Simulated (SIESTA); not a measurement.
## CuO (Tenorite) under changes of volume

One of the cells (10.135 Å³/atom); the others are scaled copies at fixed shape and fractional positions:

```
Cu O
1.0
     2.34185   -1.71130    0.00000
     2.34185    1.71130    0.00000
    -0.85003    0.00000    5.05787
Cu O
2 2
Cartesian
  0.7459 -0.8557 2.5289
  1.1709 0.8557 0.0000
  1.7043 0.2793 3.7934
  2.1293 -0.2793 1.2645
```

```yaml
Program: SIESTA 5.4.2
Functional: vdW-DF-cx
Potentials_or_basis: PseudoDojo 0.4 standard (PBE files)
Basis: DZP (energy shift 0.003 Ry; two zetas on semicore shells)
Grid_cutoff: 800 Ry
Energy_shift: 0.003 Ry
k_mesh: 10 × 10 × 5
Occupations: fermi-dirac, width 0.05 eV
Spin: no spin polarisation
```

```csv
volume (Å³/atom),energy over the lowest point (meV/atom),pressure (GPa),largest force (eV/Å)
9.527,?,?,?
9.730,12.13,9.1,0.002
9.932,3.48,4.8,0.072
10.135,0.00,0.9,0.138
10.338,1.05,-2.4,0.200
10.540,6.10,-5.4,0.257
10.743,14.80,-8.2,0.307
```

Problem. What does the run at 9.527 Å³/atom give?

Solution. Energy over the lowest point 26.48 meV/atom; pressure 13.8 GPa; largest force 0.081 eV/Å.

Worked out: A Birch-Murnaghan fit of order 3 (a polynomial in V^(-2/3)) to the other rows has its minimum at 10.19 Å³/atom with B0 = V·E''(V) = 175 GPa and B' = 5.1 at fixed shape and positions, which overstates the stiffness. It gives 26.61 meV/atom at 9.527 Å³/atom, against the run's 26.48, and -dE/dV = 13.9 GPa, against 13.8.

Energies are extrapolated to zero smearing.

Caveats: short orbitals over semicore shells can move pressures by several GPa; the potentials were made for another functional, which shifts forces and pressure; the basis of atomic orbitals isn't converged, which shifts pressures, moduli and gaps; the run has no spin polarisation, though such a crystal can be magnetic.
